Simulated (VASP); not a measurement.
NaH, 2 atoms in the cell. Symmetry: P4mm, No. 99, tetragonal system. Conventional cell: a = 2.955 Å, b = 2.955 Å, c = 2.955 Å, α = 90.00°, β = 90.00°, γ = 90.00°. Na (site symmetry 4mm) has 8 H at 2.55 to 2.57 Å as nearest neighbours. Around H (site symmetry 4mm) lie 8 Na at 2.55 to 2.57 Å. The cell comes from a database or a generator and needn't be the stable form of this composition. The cell isn't the ideal one: all Na atoms moved +0.013 Å, as atom 1 along Cartesian [0 1 0].

```yaml
Program: VASP 6.6.1
Task: single point
Functional: r2SCAN
Potentials_or_basis: VASP PAW PBE potentials, release 64 (Na_pv, H)
Cutoff: 520 eV
k_mesh: 10 × 10 × 10
Occupations: gaussian, width 0.05 eV
Spin: no spin polarisation
Dipole_correction: no
Further_INCAR_settings: ALGO = Normal; EDIFF = 1e-06; NBANDS = 11
```

Potentials or basis: VASP PAW PBE potentials, release 64 (Na_pv, H).

The run is started by

```console
$ cat potpaw_PBE.64/Na_pv/POTCAR potpaw_PBE.64/H/POTCAR > POTCAR
$ cp INCAR.step1 INCAR
$ mpirun -np 1 vasp_std > vasp.out
$ cp INCAR.step2 INCAR
$ mpirun -np 1 vasp_std > vasp.out
```

Hardware: 1 thread of Intel(R) Xeon(R) Platinum 8488C (Sapphire Rapids), on a shared host.

Problem. How long does it take, and how much memory?

Solution. Wall time 47 s on 1 thread of Intel(R) Xeon(R) Platinum 8488C (Sapphire Rapids), on a shared host, peak memory 0.15 GiB. Counts: scf iterations 8, k points 126.
